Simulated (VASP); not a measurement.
# WC: single point with PBE

Crystal: WC.

```
W C
1.0
     2.90650    0.00000    0.00000
    -1.45325    2.51710    0.00000
     0.00000    0.00000    2.83660
W C
1 1
Direct
  0.00000 0.00000 0.00000
  0.66667 0.33333 0.50000
```

```json
{
  "Program": "VASP 6.6.1",
  "Task": "single point",
  "Functional": "PBE",
  "Potentials or basis": "VASP PAW PBE potentials, release 64 (W_sv, C)",
  "Cutoff": "520 eV",
  "k mesh": "12 × 12 × 10",
  "Occupations": "gaussian, width 0.1 eV",
  "Spin": "no spin polarisation"
}
```

| Item | Value |
| --- | --- |
| Pressure | 6.8 GPa |
| Band gap on the k mesh | none (metal or under the smearing width) |

Stress tensor (GPa, compression positive):
```
6.76 0.00 0.00
0.00 6.76 0.00
0.00 0.00 6.93
```

Levels at points of the mesh, in eV from the Fermi level:
| k point | band 6 | band 7 | band 8 | band 9 | band 10 | band 11 | band 12 | band 13 |
| --- | --- | --- | --- | --- | --- | --- | --- | --- |
| (0.00, 0.00, 0.00) | -4.38 | -3.40 | -3.40 | 0.02 | 3.16 | 3.16 | 5.55 | 5.55 |
| (0.50, 0.00, 0.00) | -7.10 | -3.69 | -3.64 | -0.54 | 2.27 | 4.46 | 4.82 | 6.79 |
| (0.00, 0.00, 0.50) | -8.72 | -2.09 | -2.09 | -0.65 | -0.65 | 3.60 | 4.45 | 4.45 |
| (0.50, 0.00, 0.50) | -6.52 | -4.39 | -4.26 | 0.22 | 4.36 | 5.23 | 6.57 | 9.11 |

Run time: 28 s on 1 thread of Intel(R) Xeon(R) Platinum 8488C (Sapphire Rapids) (shared host), peak memory 0.16 GiB.

Spin-orbit coupling is left out, which matters for the levels of W.
